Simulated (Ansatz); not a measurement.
The cell is Ga2O3 in the A-La2O3 structure; cell and atoms were relaxed with r2SCAN. The symmetry is P-3m1 (No. 164, trigonal); conventional cell a = 2.991 Å, c = 6.846 Å, 10.61 Å³ an atom. Around Ga lie 6 O at 1.87–2.22 Å; around O lie 6 Ga at 2.22 Å; around O lie 3 Ga at 1.87 Å.

```xyz
5
Lattice="2.9909 0.0000 0.0000 -1.4955 2.5902 0.0000 0.0000 0.0000 6.8458" Properties=species:S:1:pos:R:3 pbc="T T T"
Ga    0.0000    1.7268    1.3960
Ga    1.4955    0.8634    5.4498
O     0.0000    0.0000    0.0000
O     0.0000    1.7268    4.7346
O     1.4955    0.8634    2.1113
```

The questions ask for values computed with the PAW code Ansatz on this geometry. The calculation is non-magnetic, and the structure need not be a phase that has been made.

Given (12×12×4 mesh): PBE gives a direct gap of 2.51 eV at Γ.

(1) Estimate the gap with LDA on 12×12×4.

(2) What does HSE06 give for the gap (6×6×2 mesh)?

(3) What does PBE0 give for the gap (6×6×2 mesh)?

(4) What are ε∞ and the Born charges with r2SCAN?

(5) What fraction of exact exchange does the dielectric-dependent hybrid take (1/ε∞ of PBE, averaged over directions)?

(6) What do these levels agree on?

## Answers

(1) The LDA gap is direct at Γ: 2.40 eV. The gap differs by -0.11 eV from PBE's.

(2) The HSE06 gap is direct at Γ: 4.19 eV. The gap differs by +1.68 eV from PBE's.

(3) The PBE0 gap is direct at Γ: 4.91 eV. The gap differs by +2.40 eV from PBE's.

(4) The clamped-ion dielectric constant comes out as 4.04 along x and y, 3.20 along z. Born charges, averaged over directions: Ga +3.02, O -2.33 to -1.86 e.

(5) 0.247.

(6) r2SCAN covers 36 % of the step from PBE to HSE06. All these functionals give a gap of the same kind, direct.

The meshes of the hybrids are coarse, so their gaps aren't converged to the digits shown.
